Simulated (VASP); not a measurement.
The system is CeO.

```
Ce O
1.0
     2.88810    0.00000    0.00000
     0.00000    2.88810    0.00000
     0.00000    0.00000    2.88810
Ce O
1 1
Direct
  0.00000 0.00000 0.00000
  0.50000 0.50000 0.50000
```

The cell comes from a database or a generator and needn't be the stable form of this composition.

Base run:

```yaml
Program: VASP 6.6.1
Functional: LDA
Potentials_or_basis: VASP PAW LDA potentials, release 64 (Ce, O)
Cutoff: 520 eV
k_mesh: 7 × 7 × 7
Occupations: gaussian, width 0.05 eV
Spin: collinear spin, ferromagnetic start
Starting_moments: "[1.0, 0.0] μB"
Hubbard_terms: Ce f U = 2 eV
```

Its results: band gap on the k mesh none (metal or under the smearing width); pressure 33.0 GPa; net moment 0.99 μB per cell.

Problem. The run is repeated on the same cell with these changes: spin from collinear spin, ferromagnetic start to collinear spin, random start; moments at the start from [1.0, 0.0] to [-0.48, 0.0]. What comes out?

Solution. Band gap on the k mesh none (metal or under the smearing width); pressure 30.4 GPa; net moment 0.00 μB per cell.

Caveats: the magnetic or orbital state may not be the lowest; a pressure of tens of GPa on the cell as given is suspect, and the run, the potentials or the cell itself is likely at fault; spin-orbit coupling is left out, which moves the levels of the heavy elements.
